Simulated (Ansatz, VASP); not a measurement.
**One calculation of Au, two programs**

The input INCAR:

```
SYSTEM = Au
PREC = Accurate ; ENCUT = 520
EDIFF = 1E-6 ; ISMEAR = -1
SIGMA = 0.03 ; LREAL = .False.
LASPH = .True. ; NELM = 80
ALGO = Normal ; ISIF = 2
LWAVE = .False. ; LCHARG = .False.
GGA = PE ; NBANDS = 18
```

Contents of KPOINTS:

```
Automatic mesh
0
Gamma
  14 14 8
  0 0 0
```

File POSCAR:

```
Au
1.0
    2.8413017565      0.0000000000      0.0000000000
   -1.4206508782      2.4606395010      0.0000000000
    0.0000000000      0.0000000000      4.7812276454
Au
2
Direct
    0.3333333333      0.6666666667      0.7500000000
    0.6666666667      0.3333333333      0.2500000000
```

Input for Ansatz:

```yaml
crystal:
  lattice:
    - [2.8413017565, 0.0, 0.0]
    - [-1.4206508782, 2.460639501, 0.0]
    - [0.0, 0.0, 4.7812276454]
  atoms:
    - { symbol: Au, position: [0.3333333333, 0.6666666667, 0.75] }
    - { symbol: Au, position: [0.6666666667, 0.3333333333, 0.25] }
kpoints:
  mp_grid: { grid: [14, 14, 8] }
scf:
  occupations: { method: fermi_dirac, width: 0.03 }
hamiltonian:
  xc: pbe
  pseudopotentials: { kind: all_electron, lapw: { basis_error: 0.0005 } }
output:
  forces: true
  stress: true
  eigenvalues: true
```

Change from the starting cell: volume scaled by 0.9405.

Alike in both runs: task single point; functional PBE; k mesh 14 × 14 × 8; occupations fermi-dirac, width 0.03 eV; no spin polarisation.

|  | VASP | Ansatz |
| --- | --- | --- |
| version | VASP 6.6.1 | Ansatz 0.2.0 |
| potentials or method | VASP PAW PBE potentials, release 64 (Au) | all-electron LAPW, scalar-relativistic |
| plane-wave cutoff (eV) | 520 | see its input |

```csv
,VASP,Ansatz,Ansatz less VASP
pressure (GPa),12.4,12.7,+0.29
largest component of the traceless stress (GPa),1.07,1.05,-0.014
```

Ansatz ran all-electron here, so the differences hold the error of VASP's frozen core and of both bases.

The runs have no spin-orbit coupling, so splittings on Au are missing.
